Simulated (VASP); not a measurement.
# TaN (P6_3/mmc) in VASP: relaxation of cell and atoms with LDA

Aim: the relaxation of cell and atoms of TaN with LDA.

All numbers are computed with VASP 6.6.1; they aren't measurements. Logs are shortened: lines on timing, memory, paths and dates and some standing lists are left out, and cuts for length are marked.

## (1) The crystal as given

The structure is hexagonal, space group P6_3/mmc (No. 194). Conventional cell: a = 2.922 Å, b = 2.922 Å, c = 5.917 Å, α = 90.00°, β = 90.00°, γ = 120.00°. Around Ta (site symmetry -3m) lie 6 N at 2.24 Å. N (site symmetry -6m2) has 6 Ta at 2.24 Å as nearest neighbours.

The cell comes from a database or a generator and needn't be the stable form of this composition.

## (2) Relaxation of cell and atoms, LDA

Contents of INCAR:

```
PREC     = Accurate       # precision mode
ENCUT    = 600            # plane-wave cutoff, eV
EDIFF    = 1E-6           # SCF threshold, eV
ISMEAR   = -1             # smearing method
SIGMA    = 0.05           # smearing width, eV
LREAL    = False          # projectors in reciprocal space
LASPH    = True           # aspherical terms in the spheres
NELM     = 80             # most SCF steps
ALGO     = Normal         # electronic algorithm
ISIF     = 3              # what is computed and relaxed
LWAVE    = False          # write WAVECAR
LCHARG   = False          # write CHGCAR
IBRION   = 2              # ionic algorithm
NSW      = 40             # ionic steps
EDIFFG   = -0.02          # ionic threshold
PSTRESS  = 0
```

Contents of KPOINTS:

```
regular mesh
0
Gamma
  7 7 4
```

Contents of POSCAR:

```
TaN
1.0
    2.9217699809      0.0000000000      0.0000000000
   -1.4608849905      2.5303270275      0.0000000000
    0.0000000000      0.0000000000      5.9165150000
Ta N
2 2
Direct
    0.0000000000      0.0000000000      0.5000000000
    0.0000000000      0.0000000000      0.0000000000
    0.3333333333      0.6666666667      0.2500000000
    0.6666666667      0.3333333333      0.7500000000
```

Potentials or basis: VASP PAW LDA potentials, release 64 (Ta_pv, N).

Launch:

```
$ cat potpaw_LDA.64/Ta_pv/POTCAR potpaw_LDA.64/N/POTCAR > POTCAR
$ mpirun -np 1 vasp_std > vasp.out
```

OUTCAR:

```text
PREC = Accurate
   ENCUT = 600
   EDIFF = 1E-6
   ISMEAR = -1
   LREAL = False
   LASPH = True
   NELM = 80
   ISIF = 3
   IBRION = 2
   NSW = 40
   EDIFFG = -0.02
   PSTRESS = 0

 ion  position               nearest neighbor table
   1  0.000  0.000  0.500-   3 2.24   4 2.24   4 2.24   3 2.24   4 2.24   3 2.24   2 2.96   2 2.96

   2  0.000  0.000  0.000-   3 2.24   4 2.24   4 2.24   3 2.24   4 2.24   3 2.24   1 2.96   1 2.96

   3  0.333  0.667  0.250-   1 2.24   2 2.24   1 2.24   2 2.24   1 2.24   2 2.24
   4  0.667  0.333  0.750-   1 2.24   2 2.24   1 2.24   2 2.24   1 2.24   2 2.24

  LATTYP: Found a hexagonal cell.
 ALAT       =     2.9217699809
 C/A-ratio  =     2.0249763119

  Lattice vectors:

 A1 = (   2.9217699809,   0.0000000000,   0.0000000000)
 A2 = (  -1.4608849905,   2.5303270275,   0.0000000000)
 A3 = (   0.0000000000,   0.0000000000,   5.9165150000)

Analysis of symmetry for initial positions (statically):
=====================================================================
 Subroutine PRICEL returns:
 Original cell was already a primitive cell.

 Routine SETGRP: Setting up the symmetry group for a
 hexagonal supercell.

 Subroutine GETGRP returns: Found 24 space group operations
 (whereof 12 operations were pure point group operations)
 out of a pool of 24 trial point group operations.

The static configuration has the point symmetry D_3d.
 The point group associated with its full space group is D_6h.

Analysis of symmetry for dynamics (positions and initial velocities):
=====================================================================
 Subroutine PRICEL returns:
 Original cell was already a primitive cell.

 Routine SETGRP: Setting up the symmetry group for a
 hexagonal supercell.

 Subroutine GETGRP returns: Found 24 space group operations
 (whereof 12 operations were pure point group operations)
 out of a pool of 24 trial point group operations.

The dynamic configuration has the point symmetry D_3d.
 The point group associated with its full space group is D_6h.

 Subroutine INISYM returns: Found 24 space group operations
 (whereof 12 operations are pure point group operations),
 and found     1 'primitive' translations

----------------------------------------------------------------------------------------

                                     Primitive cell

  volume of cell :      43.7410

  direct lattice vectors                    reciprocal lattice vectors
     2.921769981  0.000000000  0.000000000     0.342258291  0.197602916  0.000000000
[... 82 lines left out ...]
   ICHARG =      2    charge: 1-file 2-atom 10-const
   ISPIN  =      1    spin polarized calculation?
   LNONCOLLINEAR =      F non collinear calculations
   LSORBIT =      F    spin-orbit coupling
   LASPH  =      T    aspherical Exc in radial PAW
   ENCUT  =  600.0 eV  44.10 Ry    6.64 a.u.   5.84  5.84 11.82*2*pi/ulx,y,z
   NELM   =     80;   NELMIN=  2; NELMDL= -5     # of ELM steps
   EDIFF  = 0.1E-05   stopping-criterion for ELM
   LREAL  =      F    real-space projection
   EDIFFG = -.2E-01   stopping-criterion for IOM
   NSW    =     40    number of steps for IOM
   IBRION =      2    ionic relax: 0-MD 1-quasi-New 2-CG
   NFREE  =      1    steps in history (QN), initial steepest desc. (CG)
   ISIF   =      3    stress and relaxation
   ISYM   =      2    0-nonsym 1-usesym 2-fastsym
   POTIM  = 0.5000    time-step for ionic-motion
   TEBEG  =    0.0;   TEEND  =   0.0 temperature during run
   PSTRESS=    0.0 pullay stress
   NELECT =      32.0000    total number of electrons
   NUPDOWN=      -1.0000    fix difference up-down
   EMIN   =  10.00;   EMAX   =-10.00  energy-range for DOS
   EFERMI =   0.00;   METHOD = LEGACY
   ISMEAR =    -1;   SIGMA  =   0.05  broadening in eV -4-tet -1-fermi 0-gaus
   EFERMI_NEDOS =   21; number of points for ismear=-14 and -15
   IALGO  =     38    algorithm
   IMIX   =      4    mixing-type and parameters
     AMIX     =   0.40;   BMIX     =  1.00
     AMIX_MAG =   1.60;   BMIX_MAG =  1.00
  volume/ion in A,a.u.               =      10.94        73.79
  Fermi-wavevector in a.u.,A,eV,Ry     =   1.475124  2.787581 29.606163  2.175992
  Thomas-Fermi vector in A             =   2.589812
   LORBIT       =      0    0 simple, 1 ext, 2 COOP (PROOUT), +10 PAW based schemes
   GGA     = CA    functional components
   LHFCALC =     F    Hartree Fock is set to
   AEXX    =    0.0000 exact exchange contribution
   IVDW    =     0    specifies the selected vdW correction
   LEPSILON=     F    determine dielectric tensor
   LRPA    =     F    only Hartree local field effects (RPA)
 conjugate gradient relaxation of ions
 non-spin polarized calculation
  energy-cutoff  :      600.00
  volume of cell :       43.74
 maximum number of plane-waves:      1478
 NGX is ok and might be reduce to    24
   NGX = 11   NGY = 11   NGZ = 23

--------------------------------------- Ionic step        1  -------------------------------------------

 number of electron      32.0000008 magnetization

 Free energy of the ion-electron system (eV)
  ---------------------------------------------------
  ext. energy  EPLUGINS =         0.00000000
  ---------------------------------------------------
  free energy    TOTEN  =       -48.52582914 eV

  energy without entropy =      -48.51465994  energy(sigma->0) =      -48.52024454

------------------------ aborting loop because EDIFF is reached ----------------------------------------

  FORCE on cell =-STRESS in cart. coord.  units (eV):
  Direction    XX          YY          ZZ          XY          YZ          ZX
  --------------------------------------------------------------------------------------
  -------------------------------------------------------------------------------------
  Total       -4.1682851     -4.1682851     -4.2452885      0.0000000      0.0000000      0.0000000
  in kB     -152.6790148   -152.6790148   -155.4995538      0.0000000      0.0000000      0.0000000
  external PRESSURE =    -153.6191945 kB  Pullay stress =       0.0000000 kB
[... 215 lines left out ...]
--------------------------------------- Ionic step        7  -------------------------------------------

 number of electron      31.9999999 magnetization

 Free energy of the ion-electron system (eV)
  ---------------------------------------------------
  ext. energy  EPLUGINS =         0.00000000
  ---------------------------------------------------
  free energy    TOTEN  =       -48.62375896 eV

  energy without entropy =      -48.61322268  energy(sigma->0) =      -48.61849082

 E-fermi :   8.3674     XC(G=0): -13.7560

 val. band max:        8.2998564848   @ k =   0.1429   0.0000   0.2500
 cond. band min:       8.3744814631   @ k =   0.1429   0.0000   0.0000
 fundamental gap:      0.0746249783
 Fermi energy:         8.3673867520

 k-point     1 :       0.0000    0.0000    0.0000
  band No.  band energies     occupation
      1     -26.9671      2.00000
      2     -26.0823      2.00000
      3     -25.7926      2.00000
      4     -25.7926      2.00000
      5     -25.7202      2.00000
      6     -25.7202      2.00000
[... 572 lines left out ...]
  FREE ENERGIE OF THE ION-ELECTRON SYSTEM (eV)
  ---------------------------------------------------
  free  energy   TOTEN  =       -48.6237589581 eV

  energy  without entropy=      -48.6132226754  energy(sigma->0) =      -48.61849082

 reached required accuracy - stopping structural energy minimisation
```

CONTCAR:

```text
TaN
   1.00000000000000
     2.8733710053070638    0.0000000000009534   -0.0000000000000000
    -1.4366855027018777    2.4884122851176160   -0.0000000000000000
     0.0000000000000000    0.0000000000000000    5.8388961878468049
  Ta              N
     2     2
Direct
     0.0000000000000000    0.0000000000000000    0.5000000000000000
     0.0000000000000000    0.0000000000000000    0.0000000000000000
     0.3333333332999970    0.6666666667000030    0.2500000000000000
     0.6666666667000030    0.3333333332999970    0.7500000000000000

  0.00000000E+00  0.00000000E+00  0.00000000E+00
  0.00000000E+00  0.00000000E+00  0.00000000E+00
  0.00000000E+00  0.00000000E+00  0.00000000E+00
  0.00000000E+00  0.00000000E+00  0.00000000E+00
```

Wall time 52 s (1 thread of Intel Xeon Platinum 8488C (Sapphire Rapids), shared host); peak memory 0.17 GiB.

What came out:

| Quantity | Value |
| --- | --- |
| Free energy | -48.6238 eV |
| Relaxed volume | 10.44 Å³/atom |
| Relaxed cell | a = 2.873 Å, b = 2.873 Å, c = 5.839 Å, α = 90.00°, β = 90.00°, γ = 120.00° |
| Space group after relaxing (to 0.05 Å) | P6_3/mmc (No. 194) |
| Energy gained by relaxing | 24.5 meV/atom |
| Ionic steps | 7 |
| Pressure after relaxing | 0.3 GPa |
| Band gap on the k mesh | none (metal or under the smearing width) |

The path:
```
step  energy change (eV)  largest force (eV/Å)  pressure (GPa)  volume (Å³)
   1              0.0000                0.0000          -15.36        43.74
   2              0.5482                0.0000           52.27        37.43
   3             -0.0970                0.0000           -0.71        41.87
   4             -0.0971                0.0000           -0.15        41.81
   5             -0.0971                0.0000            0.20        41.77
   6             -0.0974                0.0000            0.27        41.73
   7             -0.0979                0.0000            0.26        41.75
```

Final structure:
```xyz
4
Lattice="2.8734 0.0000 0.0000 -1.4367 2.4884 0.0000 0.0000 0.0000 5.8389" Properties=species:S:1:pos:R:3 pbc="T T T"
Ta    0.0000    0.0000    2.9194
Ta    0.0000    0.0000    0.0000
N     0.0000    1.6589    1.4597
N     1.4367    0.8295    4.3792
```
